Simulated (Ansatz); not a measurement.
## GaN: the gap under pressure

GaN, F-43m, a = 4.548 Å. This isn't the usual stable structure of the compound. Ansatz: PBE, PAW, 420 eV, Γ-centred 10×10×10 mesh on 2 atoms, Gaussian smearing 0.02 eV; no spin polarisation. Cell and atoms are relaxed at each pressure, and no other structure is tried, so the rows at high pressure may lie past a change of phase. The gap is sought over the whole zone. The pressures are the targets, met within 0.07 GPa.

```
P (GPa) gap y (eV)
   -2.0           ?
    0.0       1.541
    2.0       1.615
    5.0       1.717
   10.0       1.873
   20.0       2.144
   40.0       2.578
```

Q: Fit y = E0 + αP + βP² to the other rows and predict the missing gap.

A: Least squares on the rows shown. y = 1.5459 + 0.034511 P − 0.00021828 P². So α = 34.5 meV/GPa at zero pressure. With a term in P³ added, the coefficient of P becomes 0.03695, 7 % more, which shows how far this figure hangs on the form. At P = -2.0 the fit asked for gives 1.476 eV. The run gave 1.463 eV, so the fit is 0.013 eV too high, 1.2 % of the span of the series, against an rms of 0.004 eV on the fitted rows. The row lies outside the fitted range. With a term in P³ added, a fit to the same known rows predicts 1.466 eV, so most of the miss is curvature that the known rows already hold.

The mesh isn't the same in all rows (10×10×10, 12×12×12). Semilocal functionals give gaps under the measured ones; changes of the gap mostly carry over better.